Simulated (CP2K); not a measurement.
Crystal: SnTe.

```
Te Sn
1.0
     5.10693    0.00000    0.00000
     2.55347    4.42273    0.00000
     2.55347    1.47424    4.16979
Te Sn
1 1
Direct
  0.25000 0.25000 0.25000
  0.00000 0.00000 0.00000
```

Measurements of this composition are mostly on another form, of space group No. 225.

```yaml
Program: CP2K 2026.2
Task: single point
Functional: PBE
Potentials_or_basis: POTENTIAL_UZH Te GTH-PBE-q6, Sn GTH-PBE-q4; TZVP-MOLOPT-PBE-GTH basis
Density_cutoff: 6123 eV
k_mesh: 7 × 7 × 7
Occupations: fermi-dirac, width 0.05 eV
Spin: no spin polarisation
```

On this cell: pressure 0.4 GPa; largest force zero by symmetry; band gap on the k mesh 0.32 eV, indirect (least direct gap 0.81 eV).

The same run follows on a disturbed copy (atoms moved at random, drawn with an rms of 0.05 Å):

```
CELL_PARAMETERS angstrom
5.10693 0.00000 0.00000
2.55347 4.42273 0.00000
2.55347 1.47424 4.16979
ATOMIC_POSITIONS crystal
Te 0.25104 0.25696 0.24113
Sn 0.00788 0.99528 0.99274
```

Q: What does the disturbed cell give?

A: The energy moves by +1.7 meV/atom; pressure 0.4 GPa; largest force 0.135 eV/Å; band gap on the k mesh 0.29 eV, indirect (least direct gap 0.81 eV).

Forces in eV/Å, atoms in the order of the input:
```
Te   0.022 -0.132  0.020
Sn  -0.022  0.132 -0.020
```

Stress tensor (GPa, compression positive):
```
 0.14  0.05  0.04
 0.05  0.71 -0.20
 0.04 -0.20  0.34
```

Caveats: spin-orbit coupling is left out, which moves the levels of the heavy elements; an odd mesh through Γ misses points on the zone boundary, where band edges often lie; the basis of atomic orbitals isn't converged, which shifts pressures, moduli and gaps.
